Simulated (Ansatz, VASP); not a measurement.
Two plane-wave programs on HfB2

```
CELL_PARAMETERS angstrom
3.14000 0.00000 0.00000
-1.57000 2.71932 0.00000
0.00000 0.00000 3.48000
ATOMIC_POSITIONS crystal
Hf 0.00000 0.00000 0.00000
B 0.66667 0.33333 0.50000
B 0.33333 0.66667 0.50000
```

Alike in both runs: task single point; functional PBE; k mesh 15 × 15 × 12; occupations gaussian, width 0.02 eV; no spin polarisation.

|  | VASP | Ansatz |
| --- | --- | --- |
| version | VASP 6.6.1 | Ansatz 0.2.0 |
| potentials or method | VASP PAW PBE potentials, release 64 (Hf_pv, B) | scalar-relativistic, plane waves, PAW |
| plane-wave cutoff (eV) | 520 | 600 |
| valence electrons in the cell | 16 | 32 |

|  | VASP | Ansatz | Ansatz less VASP |
| --- | --- | --- | --- |
| gap on the k mesh at the Fermi level (eV) | none | none | - |
| pressure (GPa) | 1.0 | 1.3 | +0.37 |
| largest component of the traceless stress (GPa) | 0.21 | 0.03 | -0.177 |

A gap of «none» marks a metal or a gap that the smearing closes. With one functional, cell and mesh, what is left measures potentials, basis and numerics. The two sets of potentials don't hold the same shells in valence. Ansatz warned: «stress_scf_threshold_loose».

Spin-orbit coupling is left out, which matters for the levels of Hf.
